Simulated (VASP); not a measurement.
A run of VASP 6.6.1:

INCAR

```
SYSTEM = MoP
PREC     = Accurate       ! precision mode
ENCUT    = 600            ! plane-wave cutoff, eV
EDIFF    = 1E-7           ! SCF threshold, eV
ISMEAR   = 1              ! smearing method
SIGMA    = 0.1            ! smearing width, eV
LREAL    = .FALSE.        ! projectors in reciprocal space
LASPH    = .TRUE.         ! aspherical terms in the spheres
NELM     = 80             ! most SCF steps
ALGO     = Normal         ! electronic algorithm
ISIF     = 3              ! what is computed and relaxed
LWAVE    = .FALSE.        ! write WAVECAR
LCHARG   = .FALSE.        ! write CHGCAR
METAGGA  = R2SCAN         ! meta-GGA
LMIXTAU  = .TRUE.       
IBRION   = 2              ! ionic algorithm
NSW      = 90             ! ionic steps
EDIFFG   = -0.005         ! ionic threshold
```

Contents of KPOINTS:

```
Automatic mesh
0
G
  15 15 11
  0 0 0
```

The input POSCAR:

```
MoP                                     
1.0
    3.2367461726     -0.0000000000      0.0000000000
   -1.6183730863      2.8031044111      0.0000000000
   -0.0000000000      0.0000000000      3.1813644627
  Mo              P             
     1     1
Direct
     0.0000000000000000    0.0000000000000000    0.0000000000000000
     0.3333333332999970    0.6666666667000030    0.5000000000000000
```

Potentials or basis: VASP PAW PBE potentials, release 64 (Mo_sv, P).

The run is started by

```bash
$ cat potpaw_PBE.64/Mo_sv/POTCAR potpaw_PBE.64/P/POTCAR > POTCAR
$ mpirun -np 1 vasp_std > vasp.out
```

Hardware: 1 thread of Intel(R) Xeon(R) 6975P-C (Granite Rapids) (shared host).

Question: Estimate the wall time of this run.

Answer: It took 4.1 min on 1 thread of Intel(R) Xeon(R) 6975P-C (Granite Rapids) (shared host), peak memory 0.23 GiB. Counts: scf iterations 27, k points 162, ion steps 3.
